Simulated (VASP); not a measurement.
# MoS2 (R-3m) in VASP: further runs

One crystal, MoS2, is run at these levels: PBEsol; tasks: single point.

All numbers are computed with VASP 6.6.1; they aren't measurements. Logs are shortened: lines on timing, memory, paths and dates and some standing lists are left out, and cuts for length are marked.

## 1. The crystal as given

It takes space group R-3m (No. 166, trigonal). The conventional cell has a = 3.171 Å, b = 3.171 Å, c = 18.345 Å, α = 90.00°, β = 90.00°, γ = 120.00°. Mo (site symmetry -3m) is surrounded by 6 S at 2.39 Å. Around S (site symmetry 3m) lie 3 Mo at 2.39 Å.

Measurements of this composition are mostly on another form, of space group No. 194.

## 2. Single point, PBEsol, spin-orbit coupling, no magnetisation

The input, INCAR:

```
SYSTEM = MoS2
  ALGO = Normal
  EDIFF = 1E-7
  ENCUT = 300
  GGA = PS
  GGA_COMPAT = .FALSE.
  ISIF = 2
  ISMEAR = 0
  LASPH = .TRUE.
  LCHARG = .FALSE.
  LMAXMIX = 4
  LORBIT = 11
  LREAL = .FALSE.
  LSORBIT = .TRUE.
  LWAVE = .FALSE.
  MAGMOM = 0 0 0 0 0 0 0 0 0
  NBANDS = 42
  NELM = 100
  PREC = Accurate
  SIGMA = 0.02
```

The input, KPOINTS:

```
k-points
0
G
  6 6 6
  0 0 0
```

The input, POSCAR:

```
MoS2
1.0
    1.5855000000      0.9153888518      6.1149966667
   -1.5855000000      0.9153888518      6.1149966667
    0.0000000000     -1.8307777036      6.1149966667
Mo S
1 2
Direct
    0.0000000000      0.0000000000      0.0000000000
    0.2500000000      0.2500000000      0.2500000000
    0.7500000000      0.7500000000      0.7500000000
```

Potentials or basis: VASP PAW PBE potentials, release 64 (Mo_sv, S).

Command:

```
$ cat potpaw_PBE.64/Mo_sv/POTCAR potpaw_PBE.64/S/POTCAR > POTCAR
$ mpirun -np 1 vasp_ncl > vasp.out
```

OUTCAR:

```text
SYSTEM = MoS2
   EDIFF = 1E-7
   ENCUT = 300
   GGA = PS
   ISIF = 2
   ISMEAR = 0
   LASPH = .TRUE.
   LORBIT = 11
   LREAL = .FALSE.
   LSORBIT = .TRUE.
   NELM = 100
   PREC = Accurate

 Found     32 irreducible k-points:

 Following reciprocal coordinates:
            Coordinates               Weight
  0.000000  0.000000  0.000000      1.000000
  0.166667  0.000000  0.000000      6.000000
  0.333333 -0.000000  0.000000      6.000000
  0.500000  0.000000  0.000000      3.000000
  0.166667  0.166667  0.000000      6.000000
  0.333333  0.166667  0.000000     12.000000
   k-points           NKPTS =     32   k-points in BZ     NKDIM =     32   number of bands    NBANDS=     42
   number of dos      NEDOS =    301   number of ions     NIONS =      3
   total plane-waves  NPLWV =  46656
   dimension x,y,z NGX =    36 NGY =   36 NGZ =   36
   dimension x,y,z NGXF=    72 NGYF=   72 NGZF=   72
   ions per type =               1   2
   NGX,Y,Z   is equivalent  to a cutoff of   9.38,  9.38,  9.38 a.u.
   NGXF,Y,Z  is equivalent  to a cutoff of  18.75, 18.75, 18.75 a.u.
 SYSTEM =  MoS2
   PREC   = accura    normal or accurate (medium, high low for compatibility)
   ISTART =      0    job   : 0-new  1-cont  2-samecut
   ICHARG =      2    charge: 1-file 2-atom 10-const
   ISPIN  =      1    spin polarized calculation?
   LNONCOLLINEAR =      T non collinear calculations
   LSORBIT =      T    spin-orbit coupling
   LASPH  =      T    aspherical Exc in radial PAW
   ENCUT  =  300.0 eV  22.05 Ry    4.70 a.u.   9.01  9.01  9.01*2*pi/ulx,y,z
   NELM   =    100;   NELMIN=  2; NELMDL= -5     # of ELM steps
   EDIFF  = 0.1E-06   stopping-criterion for ELM
   LREAL  =      F    real-space projection
[... 7 lines left out ...]
   TEBEG  =    0.0;   TEEND  =   0.0 temperature during run
   PSTRESS=    0.0 pullay stress
   NELECT =      26.0000    total number of electrons
   NUPDOWN=      -1.0000    fix difference up-down
   EMIN   =  10.00;   EMAX   =-10.00  energy-range for DOS
   EFERMI =   0.00;   METHOD = LEGACY
   ISMEAR =     0;   SIGMA  =   0.02  broadening in eV -4-tet -1-fermi 0-gaus
   EFERMI_NEDOS =   21; number of points for ismear=-14 and -15
   IALGO  =     38    algorithm
   IMIX   =      4    mixing-type and parameters
     AMIX     =   0.40;   BMIX     =  1.00
     AMIX_MAG =   1.60;   BMIX_MAG =  1.00
  volume/ion in A,a.u.               =      17.75       119.78
  Fermi-wavevector in a.u.,A,eV,Ry     =   1.289118  2.436081 22.610522  1.661826
  Thomas-Fermi vector in A             =   2.421031
   LORBIT       =     11    0 simple, 1 ext, 2 COOP (PROOUT), +10 PAW based schemes
   GGA     = PS    functional components
   LHFCALC =     F    Hartree Fock is set to
   AEXX    =    0.0000 exact exchange contribution
   IVDW    =     0    specifies the selected vdW correction
   LEPSILON=     F    determine dielectric tensor
   LRPA    =     F    only Hartree local field effects (RPA)
 Gauss-broadening in eV      SIGMA  =   0.02
  energy-cutoff  :      300.00
  volume of cell :       53.25
 maximum number of plane-waves:      1308
   NGX = 19   NGY = 19   NGZ = 19

 number of electron      26.0000000 magnetization       0.0000000      0.0000000      0.0000000

 number of electron      25.9999992 magnetization       0.0000000     -0.0000000      0.0000000

 number of electron      25.9999992 magnetization      -0.0000000     -0.0000000      0.0000000

 Free energy of the ion-electron system (eV)
  ---------------------------------------------------
  ext. energy  EPLUGINS =         0.00000000
  ---------------------------------------------------
  free energy    TOTEN  =       -22.71955518 eV

  energy without entropy =      -22.71931696  energy(sigma->0) =      -22.71943607

 E-fermi :   7.5462     XC(G=0): -11.0020

 val. band max:        7.5294349672   @ k =   0.0000   0.0000   0.0000
 cond. band min:       7.5587777936   @ k =  -0.3333   0.5000   0.3333
 fundamental gap:      0.0293428264
 Fermi energy:         7.5461963589

 k-point     1 :       0.0000    0.0000    0.0000
  band No.  band energies     occupation
      1     -53.9759      1.00000
      2     -53.9759      1.00000
      3     -29.6766      1.00000
      4     -29.6766      1.00000
      5     -27.2892      1.00000
      6     -27.2892      1.00000
[... 30 lines left out ...]
     37      14.3230      0.00000
     38      14.3230      0.00000

 k-point     2 :       0.1667    0.0000    0.0000
  band No.  band energies     occupation
      1     -53.9658      1.00000
      2     -53.9658      1.00000
      3     -29.7065      1.00000
      4     -29.7065      1.00000
      5     -27.3181      1.00000
      6     -27.3181      1.00000
[... 30 lines left out ...]
     37      15.4173      0.00000
     38      15.4173      0.00000

 k-point     3 :       0.3333   -0.0000    0.0000
  band No.  band energies     occupation
      1     -53.9453      1.00000
      2     -53.9453      1.00000
      3     -29.7706      1.00000
      4     -29.7706      1.00000
      5     -27.4531      1.00000
      6     -27.4531      1.00000
[... 30 lines left out ...]
     37      15.1283      0.00000
     38      15.1283      0.00000

 k-point     4 :       0.5000    0.0000    0.0000
  band No.  band energies     occupation
      1     -53.9348      1.00000
      2     -53.9348      1.00000
      3     -29.8048      1.00000
      4     -29.8048      1.00000
      5     -27.5207      1.00000
      6     -27.5207      1.00000
[... 30 lines left out ...]
     37      14.5799      0.00000
     38      14.5799      0.00000

 k-point     5 :       0.1667    0.1667    0.0000
  band No.  band energies     occupation
      1     -53.9659      1.00000
      2     -53.9659      1.00000
      3     -29.7065      1.00000
      4     -29.7065      1.00000
      5     -27.3181      1.00000
      6     -27.3181      1.00000
[... 30 lines left out ...]
     37      15.5142      0.00000
     38      15.5142      0.00000

 k-point     6 :       0.3333    0.1667    0.0000
  band No.  band energies     occupation
      1     -53.9505      1.00000
      2     -53.9505      1.00000
      3     -29.7532      1.00000
      4     -29.7532      1.00000
      5     -27.4101      1.00000
      6     -27.4101      1.00000
[... 30 lines left out ...]
     37      16.2424      0.00000
     38      16.2424      0.00000

 [... further k-points ...]

 [bands above 38 left out]

------------------------ aborting loop because EDIFF is reached ----------------------------------------

  FORCE on cell =-STRESS in cart. coord.  units (eV):
  Direction    XX          YY          ZZ          XY          YZ          ZX
  --------------------------------------------------------------------------------------
  -------------------------------------------------------------------------------------
  Total        0.3552513      0.3552513      1.8073043      0.0000000      0.0000000      0.0000000
  in kB       10.6887510     10.6887510     54.3779101      0.0000000      0.0000000      0.0000000
  external PRESSURE =      25.2518040 kB  Pullay stress =       0.0000000 kB

 VOLUME and BASIS-vectors are now :
 -----------------------------------------------------------------------------
  energy-cutoff  :      300.00
  volume of cell :       53.25
      direct lattice vectors                 reciprocal lattice vectors
     1.585500000  0.915388852  6.114996667     0.315357931  0.182071986  0.054510796
    -1.585500000  0.915388852  6.114996667    -0.315357931  0.182071986  0.054510796
     0.000000000 -1.830777704  6.114996667     0.000000000 -0.364143973  0.054510796

 POSITION                                       TOTAL-FORCE (eV/Angst)
 -----------------------------------------------------------------------------------
      0.00000      0.00000      0.00000         0.000000     -0.000000     -0.000000
      0.00000      0.00000      4.58625         0.000000     -0.000000     -0.700283
      0.00000      0.00000     13.75874         0.000000      0.000000      0.700283
 -----------------------------------------------------------------------------------
    total drift:                               -0.000000     -0.000000      0.000000

  FREE ENERGIE OF THE ION-ELECTRON SYSTEM (eV)
  ---------------------------------------------------
  free  energy   TOTEN  =       -22.7195551833 eV

  energy  without entropy=      -22.7193169590  energy(sigma->0) =      -22.71943607

 Spin-Orbit-Coupling matrix elements

 Ion:    1  E_soc:     -0.1945213
 l=   1
     0.0000000    -0.0294441    -0.0293265
    -0.0294441     0.0000000    -0.0294441
    -0.0293265    -0.0294441     0.0000000
 l=   2
     0.0000000    -0.0005184     0.0000000    -0.0005184    -0.0026806
    -0.0005184     0.0000000    -0.0019394    -0.0004129    -0.0005184
     0.0000000    -0.0019394     0.0000000    -0.0019394     0.0000000
    -0.0005184    -0.0004129    -0.0019394     0.0000000    -0.0005184
    -0.0026806    -0.0005184     0.0000000    -0.0005184     0.0000000
 l=   3
     0.0000000     0.0000000     0.0000000     0.0000000     0.0000000     0.0000000     0.0000000
     0.0000000     0.0000000     0.0000000     0.0000000     0.0000000     0.0000000     0.0000000
     0.0000000     0.0000000     0.0000000     0.0000000     0.0000000     0.0000000     0.0000000
     0.0000000     0.0000000     0.0000000     0.0000000     0.0000000     0.0000000     0.0000000
     0.0000000     0.0000000     0.0000000     0.0000000     0.0000000     0.0000000     0.0000000
     0.0000000     0.0000000     0.0000000     0.0000000     0.0000000     0.0000000     0.0000000
     0.0000000     0.0000000     0.0000000     0.0000000     0.0000000     0.0000000     0.0000000

 Ion:    2  E_soc:     -0.0024749
 l=   1
     0.0000000    -0.0004175    -0.0004025
    -0.0004175     0.0000000    -0.0004175
    -0.0004025    -0.0004175     0.0000000
 l=   2
     0.0000000     0.0000000     0.0000000     0.0000000     0.0000000
     0.0000000     0.0000000     0.0000000     0.0000000     0.0000000
     0.0000000     0.0000000     0.0000000     0.0000000     0.0000000
     0.0000000     0.0000000     0.0000000     0.0000000     0.0000000
     0.0000000     0.0000000     0.0000000     0.0000000     0.0000000
 l=   3
     0.0000000     0.0000000     0.0000000     0.0000000     0.0000000     0.0000000     0.0000000
     0.0000000     0.0000000     0.0000000     0.0000000     0.0000000     0.0000000     0.0000000
     0.0000000     0.0000000     0.0000000     0.0000000     0.0000000     0.0000000     0.0000000
     0.0000000     0.0000000     0.0000000     0.0000000     0.0000000     0.0000000     0.0000000
     0.0000000     0.0000000     0.0000000     0.0000000     0.0000000     0.0000000     0.0000000
     0.0000000     0.0000000     0.0000000     0.0000000     0.0000000     0.0000000     0.0000000
     0.0000000     0.0000000     0.0000000     0.0000000     0.0000000     0.0000000     0.0000000

 Ion:    3  E_soc:     -0.0024749
 l=   1
     0.0000000    -0.0004175    -0.0004025
    -0.0004175     0.0000000    -0.0004175
    -0.0004025    -0.0004175     0.0000000
 l=   2
     0.0000000     0.0000000     0.0000000     0.0000000     0.0000000
     0.0000000     0.0000000     0.0000000     0.0000000     0.0000000
     0.0000000     0.0000000     0.0000000     0.0000000     0.0000000
     0.0000000     0.0000000     0.0000000     0.0000000     0.0000000
     0.0000000     0.0000000     0.0000000     0.0000000     0.0000000
 l=   3
     0.0000000     0.0000000     0.0000000     0.0000000     0.0000000     0.0000000     0.0000000
     0.0000000     0.0000000     0.0000000     0.0000000     0.0000000     0.0000000     0.0000000
     0.0000000     0.0000000     0.0000000     0.0000000     0.0000000     0.0000000     0.0000000
     0.0000000     0.0000000     0.0000000     0.0000000     0.0000000     0.0000000     0.0000000
     0.0000000     0.0000000     0.0000000     0.0000000     0.0000000     0.0000000     0.0000000
     0.0000000     0.0000000     0.0000000     0.0000000     0.0000000     0.0000000     0.0000000
     0.0000000     0.0000000     0.0000000     0.0000000     0.0000000     0.0000000     0.0000000

 total charge

# of ion       s       p       d       tot
------------------------------------------
    1        2.308   6.236   3.955  12.499
    2        1.360   2.329   0.000   3.689
    3        1.360   2.329   0.000   3.689
--------------------------------------------------
tot          5.027  10.894   3.955  19.876

 magnetization (x)

# of ion       s       p       d       tot
------------------------------------------
    1       -0.000   0.000  -0.000  -0.000
    2        0.000   0.000   0.000   0.000
    3        0.000  -0.000   0.000  -0.000
--------------------------------------------------
tot         -0.000  -0.000  -0.000  -0.000

 magnetization (y)

# of ion       s       p       d       tot
------------------------------------------
    1        0.000   0.000   0.000   0.000
    2        0.000   0.000   0.000   0.000
    3        0.000   0.000   0.000   0.000
--------------------------------------------------
tot          0.000   0.000   0.000   0.000

 magnetization (z)

# of ion       s       p       d       tot
------------------------------------------
    1        0.000   0.000   0.000   0.000
    2        0.000   0.000   0.000   0.000
    3        0.000   0.000   0.000   0.000
--------------------------------------------------
tot          0.000   0.000   0.000   0.000
```

Run time: 2.2 min. Hardware: 1 thread of Intel Xeon 6975P-C (Granite Rapids), shared host; peak memory 0.4 GiB.

These settings aren't checked as converged: the numbers below hold their error.

What came out:

```yaml
Free_energy: -22.7196 eV
Pressure: 2.5 GPa
Largest_force: 0.700 eV/Å
Valence_electrons_inside_the_program's_atomic_spheres: Mo 12.50; S 3.69
```

Caveat: the k mesh is coarse (spacing up to 0.39 Å⁻¹), so the values aren't converged; the cutoff is under 1.25 times the usual one of these potentials, so pressure, stress and relaxed cells hold a basis-set (Pulay) error; the PAW data sets were made with another functional, which shifts forces and pressure a little; the cell's inner coordinates are idealised or old, which leaves forces on the atoms.

## 3. Single point, PBEsol, spin-orbit coupling, no magnetisation

Edit INCAR of step 2 so:

```diff
@@ -3,3 +3,3 @@
   EDIFF = 1E-7
-  ENCUT = 300
+  ENCUT = 500
   GGA = PS
```

The input, KPOINTS:

```
k-points
0
G
  5 5 5
  0 0 0
```

POSCAR is that of step 2.

Potentials or basis: VASP PAW PBE potentials, release 64 (Mo_sv, S).

Command:

```
$ cat potpaw_PBE.64/Mo_sv/POTCAR potpaw_PBE.64/S/POTCAR > POTCAR
$ mpirun -np 1 vasp_ncl > vasp.out
```

OUTCAR:

```text
SYSTEM = MoS2
   EDIFF = 1E-7
   ENCUT = 500
   GGA = PS
   ISIF = 2
   ISMEAR = 0
   LASPH = .TRUE.
   LORBIT = 11
   LREAL = .FALSE.
   LSORBIT = .TRUE.
   NELM = 100
   PREC = Accurate

 Found     19 irreducible k-points:

 Following reciprocal coordinates:
            Coordinates               Weight
  0.000000  0.000000  0.000000      1.000000
  0.200000  0.000000 -0.000000      6.000000
  0.400000  0.000000  0.000000      6.000000
  0.200000  0.200000 -0.000000      6.000000
  0.400000  0.200000  0.000000     12.000000
 -0.400000  0.200000  0.000000     12.000000
   k-points           NKPTS =     19   k-points in BZ     NKDIM =     19   number of bands    NBANDS=     42
   number of dos      NEDOS =    301   number of ions     NIONS =      3
   total plane-waves  NPLWV = 110592
   dimension x,y,z NGX =    48 NGY =   48 NGZ =   48
   dimension x,y,z NGXF=    96 NGYF=   96 NGZF=   96
   ions per type =               1   2
   NGX,Y,Z   is equivalent  to a cutoff of  12.50, 12.50, 12.50 a.u.
   NGXF,Y,Z  is equivalent  to a cutoff of  25.00, 25.00, 25.00 a.u.
 SYSTEM =  MoS2
   PREC   = accura    normal or accurate (medium, high low for compatibility)
   ISTART =      0    job   : 0-new  1-cont  2-samecut
   ICHARG =      2    charge: 1-file 2-atom 10-const
   ISPIN  =      1    spin polarized calculation?
[... 360 lines left out ...]
 l=   3
     0.0000000     0.0000000     0.0000000     0.0000000     0.0000000     0.0000000     0.0000000
     0.0000000     0.0000000     0.0000000     0.0000000     0.0000000     0.0000000     0.0000000
     0.0000000     0.0000000     0.0000000     0.0000000     0.0000000     0.0000000     0.0000000
     0.0000000     0.0000000     0.0000000     0.0000000     0.0000000     0.0000000     0.0000000
[... 29 lines left out ...]
 l=   2
     0.0000000     0.0000000     0.0000000     0.0000000     0.0000000
     0.0000000     0.0000000     0.0000000     0.0000000     0.0000000
     0.0000000     0.0000000     0.0000000     0.0000000     0.0000000
     0.0000000     0.0000000     0.0000000     0.0000000     0.0000000
     0.0000000     0.0000000     0.0000000     0.0000000     0.0000000
 l=   3
     0.0000000     0.0000000     0.0000000     0.0000000     0.0000000     0.0000000     0.0000000
     0.0000000     0.0000000     0.0000000     0.0000000     0.0000000     0.0000000     0.0000000
     0.0000000     0.0000000     0.0000000     0.0000000     0.0000000     0.0000000     0.0000000
     0.0000000     0.0000000     0.0000000     0.0000000     0.0000000     0.0000000     0.0000000
     0.0000000     0.0000000     0.0000000     0.0000000     0.0000000     0.0000000     0.0000000
     0.0000000     0.0000000     0.0000000     0.0000000     0.0000000     0.0000000     0.0000000
     0.0000000     0.0000000     0.0000000     0.0000000     0.0000000     0.0000000     0.0000000

 total charge

# of ion       s       p       d       tot
------------------------------------------
    1        2.306   6.235   3.982  12.523
    2        1.360   2.317   0.000   3.677
    3        1.360   2.317   0.000   3.677
--------------------------------------------------
tot          5.026  10.870   3.982  19.878

 magnetization (x)

# of ion       s       p       d       tot
------------------------------------------
    1        0.000   0.000  -0.000  -0.000
    2        0.000  -0.000   0.000  -0.000
    3        0.000  -0.000   0.000  -0.000
--------------------------------------------------
tot          0.000  -0.000  -0.000  -0.000

 magnetization (y)

# of ion       s       p       d       tot
------------------------------------------
    1       -0.000   0.000  -0.000  -0.000
    2        0.000   0.000   0.000   0.000
    3        0.000   0.000   0.000   0.000
--------------------------------------------------
tot         -0.000   0.000  -0.000  -0.000

 magnetization (z)

# of ion       s       p       d       tot
------------------------------------------
    1        0.000   0.000   0.000   0.000
    2        0.000   0.000   0.000   0.000
    3        0.000   0.000   0.000   0.000
--------------------------------------------------
tot          0.000   0.000   0.000   0.000
```

stdout:

```text
POSCAR found type information on POSCAR MoS
 POSCAR found :  2 types and       3 ions
 scaLAPACK will be used
 -----------------------------------------------------------------------------
|                                                                             |
|                                                                             |
|     You enforced a specific xc type in the INCAR file but a different       |
|     I HOPE YOU KNOW WHAT YOU ARE DOING!                                     |
|                                                                             |
 -----------------------------------------------------------------------------

 LDA part: xc-table for (Slater+PW92), standard interpolation
 POSCAR, INCAR and KPOINTS ok, starting setup
 FFT: planning ... GRIDC
 FFT: planning ... GRID_SOFT
 FFT: planning ... GRID
 WAVECAR not read
 entering main loop
```

It took 4.2 min on 1 thread of Intel Xeon 6975P-C (Granite Rapids), shared host; peak memory 0.74 GiB.

These settings aren't checked as converged: the numbers below hold their error.

What came out:

| Item | Value |
| --- | --- |
| Free energy | -22.6701 eV |
| Pressure | 2.7 GPa |
| Largest force | 0.697 eV/Å |
| Valence electrons inside the program's atomic spheres | Mo 12.52; S 3.68 |

Caveat: the k mesh is coarse (spacing up to 0.46 Å⁻¹), so the values aren't converged; the PAW data sets were made with another functional, which shifts forces and pressure a little; the cell's inner coordinates are idealised or old, which leaves forces on the atoms.

(Continued in part 2 of 2.)
